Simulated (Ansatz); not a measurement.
The cell is BaTiO₃ (started from an entry of an open crystallographic database); cell and atoms were relaxed with r2SCAN. The symmetry is P4mm (No. 99, tetragonal); a = 3.972 Å, c = 4.112 Å in the conventional setting, 12.98 Å³ an atom. Around Ba lie 12 O at 2.79–2.92 Å; around Ti lie 6 O at 1.82–2.29 Å; around O lie 2 Ti at 1.82–2.29 Å and 4 Ba at 2.81 Å; around O lie 2 Ti at 1.99 Å and 4 Ba at 2.79–2.92 Å.

```xyz
5
Lattice="3.9724 0.0000 0.0000 0.0000 3.9724 0.0000 0.0000 0.0000 4.1122" Properties=species:S:1:pos:R:3 pbc="T T T"
Ba    0.0000    0.0000   -0.0179
Ti    1.9862    1.9862    1.9637
O     1.9862    1.9862    0.1421
O     1.9862    0.0000    2.1287
O     0.0000    1.9862    2.1287
```

4 runs of the plane-wave code Ansatz on this cell differ in the functional (and in the settings that go with it). Levels are in eV from each run's valence top; v1 is the last filled band, c1 the first empty one.

Run A, mean stress -2.2 GPa (compression positive):
```tsv
point	v2	v1	c1	c2
Γ	-0.45	-0.45	4.06	4.55
X	-1.43	-1.22	4.66	5.96
M	-1.13	-0.04	6.08	6.08
Z	-0.74	-0.74	4.19	5.95
R	-1.06	-0.39	5.98	6.02
A	-0.35	0.00	6.64	6.64
```

Run B, mean stress 0.0 GPa (compression positive):
```tsv
point	v2	v1	c1	c2
Γ	-0.47	-0.47	2.23	2.71
X	-1.37	-1.18	2.79	3.90
M	-1.10	-0.04	4.02	4.02
Z	-0.72	-0.72	2.33	3.91
R	-1.01	-0.39	3.93	3.94
A	-0.35	0.00	4.51	4.51
```

Run C, mean stress -1.5 GPa (compression positive):
```tsv
point	v2	v1	c1	c2
Γ	-0.46	-0.46	3.05	3.54
X	-1.40	-1.21	3.63	4.81
M	-1.12	-0.04	4.93	4.93
Z	-0.73	-0.73	3.17	4.81
R	-1.03	-0.39	4.84	4.86
A	-0.35	0.00	5.45	5.45
```

Run D, mean stress -2.1 GPa (compression positive):
```tsv
point	v2	v1	c1	c2
Γ	-0.46	-0.46	3.31	3.80
X	-1.43	-1.23	3.90	5.18
M	-1.13	-0.04	5.31	5.31
Z	-0.75	-0.75	3.44	5.17
R	-1.06	-0.39	5.21	5.24
A	-0.35	0.00	5.86	5.86
```

Task: Match the runs to r2SCAN, r2SCANh, HSE06, PBE0.

Result: A is PBE0, B is r2SCAN, C is r2SCANh, D is HSE06. In order of the gap: r2SCAN 2.23, r2SCANh 3.05, HSE06 3.31, PBE0 4.06 eV. The stress vanishes for r2SCAN, which relaxed the cell.

(Simulation; spin polarisation is off.)

The runs are scalar-relativistic, without spin-orbit coupling.

The stress of a hybrid is loosely converged in these runs.

The meshes of the hybrids are coarse, so their gaps aren't converged to the digits shown.
